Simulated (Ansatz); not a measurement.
Calculated ¹⁷O NMR of the central transition for SiO2

Cell: a computed structure from the Materials Project (it need not be an observed phase), taken as it stands.

```cif
data_SiO2
_symmetry_space_group_name_H-M 'P6_322'
_symmetry_Int_Tables_number 182
_cell_length_a 5.0691
_cell_length_b 5.0691
_cell_length_c 8.5585
_cell_angle_alpha 90.000
_cell_angle_beta 90.000
_cell_angle_gamma 120.000
loop_
_atom_site_label
_atom_site_type_symbol
_atom_site_symmetry_multiplicity
_atom_site_Wyckoff_symbol
_atom_site_fract_x
_atom_site_fract_y
_atom_site_fract_z
Si Si 4 f 0.6667 0.3333 0.9371
O5 O 6 g 0.0000 0.4213 0.0000
O10 O 2 c 0.6667 0.3333 0.7500
```

One atom of each set is listed.

Method: Kohn–Sham DFT in Ansatz, r2SCAN, plane waves and PAW, scalar-relativistic, 500 eV cutoff, Γ-centred 6×6×3 k-points, Fermi–Dirac smearing 0.02 eV.

¹⁷O has I = 5/2 and Q = -25.58 mb (Pyykkö 2018); at 18.8 T its Larmor frequency is ν₀ = 108.6 MHz. Only the quadrupole interaction is simulated: positions count from each site's isotropic chemical shift, and J coupling is left out, as are shift anisotropy and dipolar coupling, which fast spinning averages.

Question: What does the ¹⁷O spectrum (fast magic-angle spinning) show for each site?

Answer: 

```
site                 first shell  C_Q (MHz)     η  P_Q (MHz)  δ_QIS (ppm)  breadth (kHz)
  O5  2 Si at 1.61 Å, angle 151°      -5.87  0.12       5.89        -17.7           4.26
 O10  2 Si at 1.60 Å, angle 180°      -6.25  0.00       6.25        -19.9           4.62
```

δ_QIS = −(ν_Q²/30ν₀²)[I(I+1) − 3/4](1 + η²/3) × 10⁶ ppm with ν_Q = 3|C_Q|/[2I(2I−1)]; it falls as 1/B₀² in ppm, and the breadth as 1/B₀ in kHz.

An axis of threefold or higher order runs through O10, so V_zz lies along it and η is zero. At O5 V_zz runs parallel to the line that joins its two neighbours (within 1°).

The run took 33 s of wall time (33 s of CPU time) and 0.78 GiB at its peak, on 1 thread of Arm Neoverse V1 (aarch64; 8 cores open to the job, memory cap 3.0 GiB, no GPU), a shared host with a load of 0.7 a core.
